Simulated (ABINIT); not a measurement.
MgS (Niningerite):

```
S Mg
1.0
     0.00000    2.60165    2.60165
     2.60165    0.00000    2.60165
     2.60165    2.60165    0.00000
S Mg
1 1
Cartesian
  2.6016 2.6016 2.6016
  0.0000 0.0000 0.0000
```

Base run:

- Program: ABINIT 10.8.3 (patched build)
- Functional: HSE06
- Potentials or basis: SPMS NC PBE v1.0
- Cutoff: 707 eV
- k mesh: 6 × 6 × 6
- Occupations: fermi-dirac, width 0.05 eV
- Spin: no spin polarisation

Its results: band gap on the k mesh 3.46 eV, indirect (least direct gap 4.47 eV).

**Question.** After a change of settings the same cell gave: band gap on the k mesh 3.91 eV, indirect (least direct gap 4.96 eV). Which change was it?
A. share of exact exchange from 0.15 to 0.25
B. share of exact exchange from 0.15 to 0.5
C. share of exact exchange from 0.15 to 0.05
D. share of exact exchange from 0.15 to 0.35

**Answer.** A.

Caveats: exact exchange is summed on a coarse mesh, which widens gaps by tenths of an eV; Libxc's HSE differs a little from that of other programs.
